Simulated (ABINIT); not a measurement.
Set up this calculation in ABINIT 10.8.3 (patched build), as the native input.

```yaml
Task: equation of state
Functional: r2SCAN
Potentials_or_basis: SG15 NC PBE v1.2
Cutoff: 1306 eV
k_mesh: 7 × 7 × 7
Occupations: fermi-dirac, width 0.05 eV
Spin: no spin polarisation
```

The system is TiC.

```
Ti C
1.0
     0.00000    2.16572    2.16572
     2.16572    0.00000    2.16572
     2.16572    2.16572    0.00000
Ti C
1 1
Direct
  0.00000 0.00000 0.00000
  0.50000 0.50000 0.50000
```

The cell is a database's computed one.

These files were run (other wordings do the same):

run.abi

```
# Datasets: one volume each
ndtset 7
scalecart1 3*0.9795861087
scalecart2 3*0.9864848297
scalecart3 3*0.9932883884
scalecart4 3*1.0000000000
scalecart5 3*1.0066227096
scalecart6 3*1.0131594038
scalecart7 3*1.0196128224

# Pseudopotentials
pp_dirpath "./"
pseudos "Ti_ONCV_PBE-1.2.upf, C_ONCV_PBE-1.2.upf"

# Structure
acell 5.7878323139 5.7878323139 5.7878323139
rprim
     0.0000000000     0.7071067812     0.7071067812
     0.7071067812     0.0000000000     0.7071067812
     0.7071067812     0.7071067812     0.0000000000
ntypat 2
znucl 22 6
natom 2
typat 1 2
xred
     0.0000000000     0.0000000000     0.0000000000
     0.5000000000     0.5000000000     0.5000000000

# Plane-wave basis
ecut 48.0

# k points
kptopt 1
ngkpt 7 7 7
nshiftk 1
shiftk 0.0 0.0 0.0

# Exchange and correlation
ixc -497498
usekden 1

# Bands and occupations
nband 12
occopt 3
tsmear 0.00183747

# SCF cycle
nstep 100
tolvrs 1.0e-9

# Output
iomode 3
prtwf 0
prtden 0
prteig 0
prtebands 0
enunit 1
```

Potentials or basis: SG15 NC PBE v1.2.

The run is started by

```bash
$ mpirun --bind-to none -np 4 abinit run.abi > log 2>&1
```

It gave:

- Equilibrium volume: 10.13 Å³/atom (rough: see the caveat)
- Bulk modulus: 264 GPa (rough)

Caveat: a meta-GGA on norm-conserving files made for a GGA shifts volumes by about 1 %; pressures at fixed basis lie under the slope of the energies; the potentials were made for another functional, which shifts forces and pressure; the fit is rough or its minimum lies at the end of the range.

Run time: 2.4 min on 4 MPI ranks on Intel(R) Xeon(R) Platinum 8488C (Sapphire Rapids), on a shared host, peak memory 0.44 GiB a rank.
